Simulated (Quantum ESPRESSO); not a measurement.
CuO under changes of volume

One of the cells (12.605 Å³/atom); the others are scaled copies at fixed shape and fractional positions:

```xyz
2
Lattice="0.0000 2.3273 2.3273 2.3273 0.0000 2.3273 2.3273 2.3273 0.0000" Properties=species:S:1:pos:R:3 pbc="T T T"
Cu    0.0000    0.0000    0.0000
O     1.1636    1.1636    1.1636
```

Measurements of this composition are mostly on another form, of space group No. 15.

| Item | Value |
| --- | --- |
| Program | Quantum ESPRESSO 7.5 |
| Functional | PBE |
| Potentials or basis | SSSP 1.3 efficiency PBE |
| Cutoff | 748 eV |
| Density cutoff | 5987 eV |
| k mesh | 10 × 10 × 10 |
| Occupations | fermi-dirac, width 0.05 eV |
| Spin | no spin polarisation |

```tsv
volume (Å³/atom)	energy over the lowest point (meV/atom)	pressure (GPa)
11.848	0.00	-3.2
12.100	6.59	-5.7
12.353	16.88	-7.9
12.605	30.38	-9.8
12.857	46.77	-11.5
13.109	?	?
13.361	86.82	-14.4
```

Task: What does the run at 13.109 Å³/atom give?

Result: Energy over the lowest point 65.67 meV/atom; pressure -13.0 GPa.

Worked out: A Birch-Murnaghan fit of order 3 (a polynomial in V^(-2/3)) to the other rows has its minimum at 11.59 Å³/atom, just outside them, with B0 = V·E''(V) = 138 GPa and B' = 4.6. It gives 65.67 meV/atom at 13.109 Å³/atom, against the run's 65.67, and -dE/dV = -12.8 GPa, against -13.0.

Energies are extrapolated to zero smearing.

Caveats: an odd number of electrons without spin polarisation forces a metal; a magnetic or distorted state may lie lower; the run has no spin polarisation, though such a crystal can be magnetic.
